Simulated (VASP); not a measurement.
Write the native input for VASP 6.6.1 that does the following.

```yaml
Task: relaxation of cell and atoms
Functional: PBE
Potentials_or_basis: VASP PAW PBE potentials, release 64 (Co, Si)
Cutoff: 520 eV
k_mesh: 8 × 8 × 6
Occupations: gaussian, width 0.15 eV
Spin: collinear spin, ferromagnetic start
Starting_moments: "[2.0, 0.0] μB"
Further_INCAR_settings: PREC = Normal; ALGO = Fast; EDIFF = 0.0001; IBRION = 2; EDIFFG = -0.08; NSW = 24; ISIF = 3
```

The structure of CoSi lies in POSCAR:

```
CoSi
1.0
    2.8852910100      0.0000000000      0.0000000000
   -1.4426455000      2.4987353100      0.0000000000
    0.0000000000      0.0000000000      3.5063925200
Co Si
1 1
Direct
    0.0000000000      0.0000000000      0.0000000000
    0.0000000000      0.0000000000      0.5000000000
```

The cell was built by a generator and needn't be a form met in nature.

The input as run:

INCAR

```
PREC     = Normal         # precision mode
ENCUT    = 520            # plane-wave cutoff, eV
EDIFF    = 1E-4           # SCF threshold, eV
ISMEAR   = 0              # smearing method
SIGMA    = 0.15           # smearing width, eV
LREAL    = F              # projectors in reciprocal space
LASPH    = T              # aspherical terms in the spheres
NELM     = 60             # most SCF steps
ALGO     = Fast           # electronic algorithm
ISIF     = 3              # what is computed and relaxed
LWAVE    = F              # write WAVECAR
LCHARG   = F              # write CHGCAR
ISPIN    = 2              # spin polarisation
MAGMOM   = 2 0            # initial moments
LORBIT   = 11             # projections on sites
LMAXMIX  = 4              # l up to which the mixer works
GGA      = PE             # functional
IBRION   = 2              # ionic algorithm
NSW      = 24             # ionic steps
EDIFFG   = -0.08          # ionic threshold
```

KPOINTS

```
regular mesh
0
Gamma
  8 8 6
```

Potentials or basis: VASP PAW PBE potentials, release 64 (Co, Si).

Run with:

```sh
$ cat potpaw_PBE.64/Co/POTCAR potpaw_PBE.64/Si/POTCAR > POTCAR
$ mpirun -np 1 vasp_std > vasp.out
```

It gave:

```json
{"Relaxed volume": "12.72 Å³/atom", "Relaxed cell": "a = 2.538 Å, b = 2.538 Å, c = 4.563 Å, α = 90.00°, β = 90.00°, γ = 120.00°", "Space group after relaxing (to 0.05 Å)": "P6/mmm (No. 191)", "Energy gained by relaxing": "1929.1 meV/atom", "Ionic steps": "20", "Pressure after relaxing": "-0.8 GPa", "Band gap on the k mesh": "none (metal or under the smearing width)", "Net moment": "0.20 μB per cell", "Site moments": "Co +0.22; Si -0.01 μB", "Valence electrons inside the program's atomic spheres": "Co 8.28; Si 1.62"}
```

Run time: 66 s on 1 thread of Intel(R) Xeon(R) 6975P-C (Granite Rapids) (shared host), peak memory 0.14 GiB.
